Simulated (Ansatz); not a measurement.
**Deforming Fe**

```xyz
2
Lattice="0.0000 2.4362 2.4362 2.4362 0.0000 2.4362 2.4362 2.4362 0.0000" Properties=species:S:1:pos:R:3 pbc="T T T"
Fe    0.0000    0.0000    0.0000
Fe    1.2181    1.2181    1.2181
```

Atom numbers follow the list: Fe1, Fe2.

The cell was built from the diamond type and relaxed in the same program, and has space group Fd-3m; it needn't be a known or the stable phase.

These are results of Ansatz 0.2.0, DFT, PBE, all-electron LAPW, scalar-relativistic, not measurements.

The runs use a Γ-centred 13×13×13 k mesh, Fermi–Dirac smearing of 0.03 eV, basis error target 0.25 meV/atom, spin-polarised from start moments Fe1 3, Fe2 3 μB (the moments died away, and the run ended non-magnetic).

The unchanged cell is at 0.02 GPa, so energy changes include a term −P ΔV where the volume moves.

In a metal, stresses and small energies carry noise from the k mesh.

x, y and z are the Cartesian axes of the cell as listed; fractional coordinates follow a strain, and an engineering shear is twice the off-diagonal strain component.

Q: With this change (z strained by +1 % at fixed volume), what becomes of the energy and stress?

A: Energy change under 1 meV/atom; stress change (xx, yy, zz, yz, xz, xy) -0.02, -0.02, -0.02, 0.00, 0.00, 0.00 GPa, compression positive.

With x and y strained by -1 %, z held: energy change +3 meV/atom; stress change (xx, yy, zz, yz, xz, xy) 3.25, 3.25, 3.30, 0.00, 0.00, 0.00 GPa, compression positive.
